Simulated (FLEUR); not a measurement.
KCl (Sylvite) under changes of volume

One of the cells (31.151 Å³/atom); the others are scaled copies at fixed shape and fractional positions:

```
K Cl
1.0
     0.00000    3.14647    3.14647
     3.14647    0.00000    3.14647
     3.14647    3.14647    0.00000
K Cl
1 1
Direct
  0.00000 0.00000 0.00000
  0.50000 0.50000 0.50000
```

```yaml
Program: FLEUR MaX-R8.1 (later development tree)
Functional: r2SCAN
Potentials_or_basis: all-electron
Basis: FLAPW
Kmax: 4.1 1/bohr
k_mesh: 7 × 7 × 7
Occupations: fermi-dirac, width 0.05 eV
Spin: no spin polarisation
```

| volume (Å³/atom) | energy over the lowest point (meV/atom) | gap on the mesh (eV) |
| --- | --- | --- |
| 29.282 | ? | ? |
| 29.905 | 3.75 | 5.96 |
| 31.151 | 0.00 | 5.79 |
| 32.397 | 2.32 | 5.66 |
| 33.020 | 5.50 | 5.60 |

Question: What does the run at 29.282 Å³/atom give?

Answer: Energy over the lowest point 8.25 meV/atom; gap on the mesh 6.03 eV.

Worked out: A Birch-Murnaghan fit of order 2 (a polynomial in V^(-2/3)) to the other rows has its minimum at 31.25 Å³/atom with B0 = V·E''(V) = 19.4 GPa. It gives 8.36 meV/atom at 29.282 Å³/atom, against the run's 8.25. A parabola through the other rows of the gap, of slope -4.82 eV per unit of ln V (its deformation potential) there, extrapolates to 6.06 eV, against the run's 6.03.

Energies are extrapolated to zero smearing.

Caveats: the meta-GGA is that of a development version, with a GGA for the radial functions and cores and without core tails; an odd mesh through Γ misses points on the zone boundary, where band edges often lie (some runs).
